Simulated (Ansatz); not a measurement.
# Ge12H5: the cost of one run

Computed with Ansatz 0.2.0 (DFT PBE, scalar-relativistic, plane waves, PAW, unless a step's input says otherwise).

### Step 1. The starting structure

Symmetry: Pm, No. 6, monoclinic system. Conventional cell: a = 8.148 Å, b = 8.148 Å, c = 26.532 Å, α = 90.00°, β = 90.00°, γ = 90.00°. Ge (site symmetry m) is surrounded by 1 H at 1.55 Å. Around Ge (site symmetry m) lie 3 Ge at 2.35 to 2.41 Å. Ge (site symmetry m) has 3 Ge at 2.35 to 2.59 Å as nearest neighbours. Ge (site symmetry 1) is surrounded by 4 Ge at 2.41 to 2.59 Å. Ge (site symmetry 1) is surrounded by 4 Ge at 2.49 Å. Only part of the 24 independent sites is listed.

Coordinates:

```
Ge H
1.0
     8.14757    0.00000    0.00000
     0.00000    8.14757    0.00000
     0.00000    0.00000   26.53193
Ge H
24 10
Direct
  0.00000 0.10809 0.56769
  0.00000 0.39191 0.55261
  0.50000 0.10809 0.55261
  0.50000 0.39191 0.56769
  0.25000 0.00000 0.51717
  0.25000 0.50000 0.51717
  0.75000 0.00000 0.51717
  0.75000 0.50000 0.51717
  0.25000 0.25000 0.46289
  0.25000 0.75000 0.46289
  0.75000 0.25000 0.46289
  0.75000 0.75000 0.46289
  0.00000 0.25000 0.40860
  0.00000 0.75000 0.40860
  0.50000 0.25000 0.40860
  0.50000 0.75000 0.40860
  0.00000 0.00000 0.35432
  0.00000 0.50000 0.35432
  0.50000 0.00000 0.35432
  0.50000 0.50000 0.35432
  0.25000 0.00000 0.30003
  0.25000 0.50000 0.30003
  0.75000 0.00000 0.30003
  0.75000 0.50000 0.30003
  0.25000 0.15088 0.26383
  0.25000 0.84912 0.26383
  0.25000 0.65088 0.26383
  0.25000 0.34912 0.26383
  0.75000 0.15088 0.26383
  0.75000 0.84912 0.26383
  0.75000 0.65088 0.26383
  0.75000 0.34912 0.26383
  0.00000 0.04672 0.62310
  0.00000 0.45328 0.60802
```

### Step 2. Relaxing the atoms: Ge24H10 slab, no spin

File input.yaml:

```yaml
crystal:
  lattice:
    - [8.14756718, 0.0, 0.0]
    - [0.0, 8.14756718, 0.0]
    - [0.0, 0.0, 26.5319319]
  atoms:
    - { symbol: Ge, position: [0.0, 0.10809261, 0.56769073] }
    - { symbol: Ge, position: [0.0, 0.39190739, 0.55261456] }
    - { symbol: Ge, position: [0.5, 0.10809261, 0.55261456] }
    - { symbol: Ge, position: [0.5, 0.39190739, 0.56769073] }
    - { symbol: Ge, position: [0.25, 0.0, 0.51717425] }
    - { symbol: Ge, position: [0.25, 0.5, 0.51717425] }
    - { symbol: Ge, position: [0.75, 0.0, 0.51717425] }
    - { symbol: Ge, position: [0.75, 0.5, 0.51717425] }
    - { symbol: Ge, position: [0.25, 0.25, 0.46288872] }
    - { symbol: Ge, position: [0.25, 0.75, 0.46288872] }
    - { symbol: Ge, position: [0.75, 0.25, 0.46288872] }
    - { symbol: Ge, position: [0.75, 0.75, 0.46288872] }
    - { symbol: Ge, position: [0.0, 0.25, 0.40860319] }
    - { symbol: Ge, position: [0.0, 0.75, 0.40860319] }
    - { symbol: Ge, position: [0.5, 0.25, 0.40860319] }
    - { symbol: Ge, position: [0.5, 0.75, 0.40860319] }
    - { symbol: Ge, position: [0.0, 0.0, 0.35431765] }
    - { symbol: Ge, position: [0.0, 0.5, 0.35431765] }
    - { symbol: Ge, position: [0.5, 0.0, 0.35431765] }
    - { symbol: Ge, position: [0.5, 0.5, 0.35431765] }
    - { symbol: Ge, position: [0.25, 0.0, 0.30003212] }
    - { symbol: Ge, position: [0.25, 0.5, 0.30003212] }
    - { symbol: Ge, position: [0.75, 0.0, 0.30003212] }
    - { symbol: Ge, position: [0.75, 0.5, 0.30003212] }
    - { symbol: H, position: [0.25, 0.150879, 0.26383303] }
    - { symbol: H, position: [0.25, 0.849121, 0.26383303] }
    - { symbol: H, position: [0.25, 0.650879, 0.26383303] }
    - { symbol: H, position: [0.25, 0.349121, 0.26383303] }
    - { symbol: H, position: [0.75, 0.150879, 0.26383303] }
    - { symbol: H, position: [0.75, 0.849121, 0.26383303] }
    - { symbol: H, position: [0.75, 0.650879, 0.26383303] }
    - { symbol: H, position: [0.75, 0.349121, 0.26383303] }
    - { symbol: H, position: [0.0, 0.0467246, 0.62309567] }
    - { symbol: H, position: [0.0, 0.4532754, 0.6080195] }
scf:
  occupations: { method: gaussian, width: 0.03 }
output:
  forces: true
  write_density: true
  write_potential: true
  elf: true
  volumetric_format: npy
hamiltonian:
  xc: pbe
efield:
  axis: 3
  dipole_correction: true
kpoints:
  mp_grid: { grid: [4, 4, 1] }
relax:
  f_tol: 0.02
  constraints: [{ sites: [20, 21, 22, 23, 24, 25, 26, 27, 28, 29, 30, 31] }]
```

Started as:

```bash
ansatz run input.yaml --threads 12 --pin off --max-ram 24576MiB --backend cpu --events-out ev --progress --plain --runs-dir out
```

What time and memory should one allow on 12 threads of Intel Xeon at 2.70GHz, shared host?

About 3.5 min, with a peak of 14 GiB.
